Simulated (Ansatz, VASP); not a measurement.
CaSe in VASP and in Ansatz

```
Ca Se
1.0
     0.00000    2.93755    2.93755
     2.93755    0.00000    2.93755
     2.93755    2.93755    0.00000
Ca Se
1 1
Direct
  0.00000 0.00000 0.00000
  0.50000 0.50000 0.50000
```

Alike in both runs: task single point; functional r2SCAN; k mesh 6 × 6 × 6; no spin polarisation.

|  | VASP | Ansatz |
| --- | --- | --- |
| version | VASP 6.6.1 | Ansatz 0.2.0 |
| potentials or method | VASP PAW PBE potentials, release 64 (Ca_sv, Se) | plane waves, PAW |
| plane-wave cutoff (eV) | 520 | 500 |
| occupations | gaussian, width 0.01 eV | fixed |
| valence electrons in the cell | 16 | 26 |

|  | VASP | Ansatz | Ansatz less VASP |
| --- | --- | --- | --- |
| gap on the k mesh at the Fermi level (eV) | 2.44 | 2.44 | +0.001 |
| pressure (GPa) | 2.0 | 1.7 | -0.27 |

The two sets of potentials don't hold the same shells in valence.

Caveats: the PAW data sets were made with another functional, which shifts forces and pressure a little (VASP). A k mesh can miss the band edges. r2SCAN opens gaps a little over a GGA but as a rule still falls short of measured ones.
